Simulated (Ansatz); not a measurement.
A run of Ansatz 0.2.0:

File input.yaml:

```yaml
crystal:
  lattice:
    - [1.2511217832, 0.7223354983, 3.3729344033]
    - [-1.2511217832, 0.7223354983, 3.3729344033]
    - [0.0, -1.4446709966, 3.3729344033]
  atoms:
    - { symbol: "N", position: [0.6672382, 0.6672382, 0.6672382] }
    - { symbol: B, position: [0.0003288, 0.0003288, 0.0003288] }
hamiltonian:
  xc: pbesol
  pseudopotentials: { kind: paw }
kpoints:
  mp_grid: { grid: [12, 12, 12] }
  band_path:
    path:
      - [[0.0, 0.0, 0.0], [0.5, 0.0, 0.0], [0.5, 0.1972419765, -0.1972419765]]
      - [[0.8027580235, 0.5, 0.1972419765], [0.5, 0.5, 0.5], [0.0, 0.0, 0.0], [0.3486209883, 0.0, -0.3486209883]]
      - [[0.6513790117, 0.3486209883, 0.0], [0.5, 0.5, 0.0], [0.6513790117, 0.6513790117, 0.1972419765], [0.5, 0.5, 0.5]]
      - [[0.5, 0.0, 0.0], [0.8027580235, 0.3486209883, 0.3486209883]]
    npoints: 14
scf:
  occupations: { method: fermi_dirac, width: 0.05 }
  n_extra_bands: 6
output:
  forces: true
  stress: true
  eigenvalues: true
  fatbands: false
  write_density: true
  write_potential: true
  elf: true
  volumetric_format: npy
```

Potentials or basis: Ansatz PAW.

The run is started by

```bash
$ ansatz run input.yaml --threads 2 --pin off --max-ram 5632MiB --backend cpu --events-out ev --progress --plain --runs-dir out
```

Hardware: 2 threads of Arm Neoverse V1 (shared host).

Q: Estimate the wall time of this run.

A: Wall time 3.5 s on 2 threads of Arm Neoverse V1, on a shared host, peak memory 0.31 GiB. Counts: scf iterations 6, plane waves 359, k points 189, bands 10.
